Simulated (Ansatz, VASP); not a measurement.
Sb in VASP and in Ansatz

```
Sb
1.0
     2.93402    0.00000    0.00000
     0.00000    2.93402    0.00000
     0.00000    0.00000    2.93402
Sb
1
Direct
  0.00000 0.00000 0.00000
```

Alike in both runs: task single point; functional PBEsol; k mesh 14 × 14 × 14; occupations gaussian, width 0.1 eV; no spin polarisation.

|  | VASP | Ansatz |
| --- | --- | --- |
| version | VASP 6.6.1 | Ansatz 0.2.0 |
| potentials or method | VASP PAW PBE potentials, release 64 (Sb) | scalar-relativistic, plane waves, PAW |
| plane-wave cutoff (eV) | 520 | 420 |
| valence electrons in the cell | 5 | 15 |

VASP gave:

| Quantity | Value |
| --- | --- |
| gap on the k mesh at the Fermi level (eV) | none |
| pressure (GPa) | 10.8 |

Q: Estimate Ansatz's values.

A: gap on the k mesh at the Fermi level (eV): none; pressure (GPa): 10.4.

A gap of «none» marks a metal or a gap that the smearing closes. With one functional, cell and mesh, what is left measures potentials, basis and numerics. The two sets of potentials don't hold the same shells in valence.

Caveats: the PAW data sets were made with another functional, which shifts forces and pressure a little (VASP). The runs have no spin-orbit coupling, so splittings on Sb are missing.
